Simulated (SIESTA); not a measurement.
Runs of SIESTA 5.4.2 on C. It takes space group P6_3/mmc (No. 194, hexagonal). The conventional cell has a = 2.522 Å, b = 2.522 Å, c = 8.237 Å, α = 90.00°, β = 90.00°, γ = 120.00°. C (site symmetry 3m) is surrounded by 4 C at 1.54 Å. C (site symmetry 3m) has 4 C at 1.54 Å as nearest neighbours. This is a hexagonal form of diamond, not graphite.

```tsv
level	potentials or basis	energy shift	gap on the mesh (eV)	pressure (GPa)	largest force (eV/Å)
PBE	PseudoDojo 0.4 standard (PBE files), SZ (energy shift 0.002 Ry)	0.002 Ry	6.07	24.3	(a)
PBE	PseudoDojo 0.4 standard (PBE files), TZP (energy shift 0.003 Ry)	0.003 Ry	(d)	6.5	0.33
BLYP	PseudoDojo 0.4 standard (PBE files), DZP (energy shift 0.003 Ry)	0.003 Ry	(c)	25.3	0.33
PBE	PseudoDojo 0.4 standard (PBE files), TZP (energy shift 0.01 Ry)	0.01 Ry	(b)	8.5	0.33
PBE	PseudoDojo 0.4 standard (PBE files), TZDP (energy shift 0.002 Ry)	0.002 Ry	4.62	5.1	0.33
```

Alike in all rows: task band structure; no spin polarisation; cell as given; k mesh 12 × 12 × 4; smearing fermi-dirac 0.05 eV; grid cutoff 500 Ry.

**Question.** Estimate the missing entries.

**Answer.** (a) 0.41; (b) 4.55; (c) 4.81; (d) 4.54.

Caveats: the basis of atomic orbitals isn't converged, which shifts pressures, moduli and gaps; so large a pressure means that the cell lies far from this level's equilibrium, or that cutoff or potentials fall short (some runs); the basis has no polarisation orbitals (some runs); the potentials were made for another functional, which shifts forces and pressure (some runs).

A k mesh can miss the band edges.

Not every run made on this cell is shown here.
